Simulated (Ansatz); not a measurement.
Input and command of a plane-wave DFT calculation in Ansatz:

```yaml
crystal:
  lattice:
    - [1.751552545, -6.2327748436, 0.0]
    - [1.751552545, 6.2327748436, 0.0]
    - [0.0, 0.0, 3.461657428]
  atoms:
    - { symbol: Ga, position: [0.829870448, 0.170129552, 0.25] }
    - { symbol: Ga, position: [0.170129552, 0.829870448, 0.75] }
    - { symbol: P, position: [0.6275407587, 0.3724592413, 0.25] }
    - { symbol: P, position: [0.3724592413, 0.6275407587, 0.75] }
basis:
  ecutwfc: 500
kpoints:
  mp_grid: { grid: [6, 6, 6] }
hamiltonian:
  xc: r2scan
scf:
  occupations: { method: gaussian, width: 0.1 }
  lower_state_search: "off"
output:
  forces: true
  stress: true
  eigenvalues: true
relax:
  adjacent_minimum: "off"
  f_tol: 0.04
  max_steps: 70
  cell: { stress_tol: 0.4 }
```

```bash
ansatz run input.yaml --threads 1 --pin off --max-ram 3072MiB --backend cpu --events-out ev --progress --plain --runs-dir out
```

Processor: Arm Neoverse V2, 1 thread, on a host shared with other jobs.

How long does it run, and how much memory does it take?

About 64 s on 1 thread of Arm Neoverse V2 (shared host), peak memory 0.69 GiB. It solves 22 bands at 52 k points (the mesh reduced by symmetry) with about 1869 plane waves (on the last cell), in 28 SCF iterations over 4 ionic steps.
